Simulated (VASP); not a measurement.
Wanted: the native input for a VASP 6.6.1 run.

```
Task                   : relaxation of cell and atoms
Functional             : rev-vdW-DF2
Potentials or basis    : VASP PAW PBE potentials, release 64 (Se, Ti_sv)
Cutoff                 : 600 eV
k mesh                 : 12 × 12 × 1
Occupations            : gaussian, width 0.03 eV
Spin                   : no spin polarisation
Further INCAR settings : ALGO = Normal; EDIFF = 1e-07; IBRION = 2; EDIFFG = -0.005; NSW = 90; ISIF = 3
```

The structure of TiSe2 lies in POSCAR:

```
TiSe2                                   
1.0
    3.5124966700      0.0000000000      0.0000000000
   -1.7562483350      3.0419113491      0.0000000000
    0.0000000000      0.0000000000     27.0684416000
  Se              Ti            
     4     2
Direct
     0.6666666699999979    0.3333333300000021    0.3316281850056372
     0.3333333300000021    0.6666666699999979    0.4463581818114822
     0.6666666699999979    0.3333333300000021    0.5536418181885179
     0.3333333300000021    0.6666666699999979    0.6683718149943628
     0.0000000000000000    0.0000000000000000    0.3892120562967144
     0.0000000000000000    0.0000000000000000    0.6107879437032856
```

The input as run:

INCAR

```
AGGAC = 0.0
ALGO = Normal
EDIFF = 1E-7
EDIFFG = -0.005
ENCUT = 600
GGA = MK
IBRION = 2
ISIF = 3
ISMEAR = 0
KPAR = 2
LASPH = T
LATTICE_CONSTRAINTS = .TRUE. .TRUE. .FALSE.
LCHARG = F
LREAL = F
LUSE_VDW = T
LWAVE = F
NELM = 80
NSW = 90
PARAM1 = 0.1234
PARAM2 = 0.711357
PREC = Accurate
SIGMA = 0.03
ZAB_VDW = -1.8867
```

KPOINTS

```
k-points
0
Gamma
  12 12 1
```

Potentials or basis: VASP PAW PBE potentials, release 64 (Se, Ti_sv).

Launch:

```bash
$ cat potpaw_PBE.64/Se/POTCAR potpaw_PBE.64/Ti_sv/POTCAR > POTCAR
$ mpirun -np 2 vasp_std > vasp.out
```

It gave:

```
Relaxed volume                         : 48.21 Å³/atom
Relaxed cell                           : a = 3.513 Å, b = 3.513 Å, c = 27.068 Å, α = 90.00°, β = 90.00°, γ = 120.00°
Space group after relaxing (to 0.05 Å) : P-3m1 (No. 164)
Energy gained by relaxing              : 0.1 meV/atom
Ionic steps                            : 19
Largest force after relaxing           : 0.003 eV/Å
Band gap on the k mesh                 : none (metal or under the smearing width)
```

Caveat: the PAW data sets were made with another functional, which shifts forces and pressure a little.

Run time: 41 min on 2 MPI ranks on AMD EPYC 9R45 (Zen 5), with other jobs on the host, peak memory 1.3 GiB a rank.
